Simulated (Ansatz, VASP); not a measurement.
Two plane-wave programs on WS2

```
CELL_PARAMETERS angstrom
3.22178 0.00000 0.00000
-1.61089 2.79015 0.00000
0.00000 0.00000 16.90007
ATOMIC_POSITIONS crystal
W 0.33333 0.66667 0.00000
S 0.66667 0.33333 0.91522
S 0.66667 0.33333 0.08478
```

Alike in both runs: task single point; functional PBE; k mesh 12 × 12 × 2; occupations gaussian, width 0.02 eV; no spin polarisation.

|  | VASP | Ansatz |
| --- | --- | --- |
| version | VASP 6.6.1 | Ansatz 0.2.0 |
| potentials or method | VASP PAW PBE potentials, release 64 (W_sv, S) | scalar-relativistic, plane waves, PAW |
| plane-wave cutoff (eV) | 520 | 420 |
| valence electrons in the cell | 26 | 26 |

|  | VASP | Ansatz | Ansatz less VASP |
| --- | --- | --- | --- |
| gap on the k mesh at the Fermi level (eV) | 0.58 | 0.56 | -0.018 |
| least direct gap on the mesh (eV) | 1.37 | 1.37 | -0.003 |
| rms of the force components (eV/Å) | 1.360 | 1.360 | +0.0003 |

Atom by atom the forces differ by 0.000 eV/Å (rms over components). The functional is the same, so the differences come from potentials, cutoffs and numerics.

Caveats: spin-orbit coupling is left out, which moves the levels of the heavy elements.
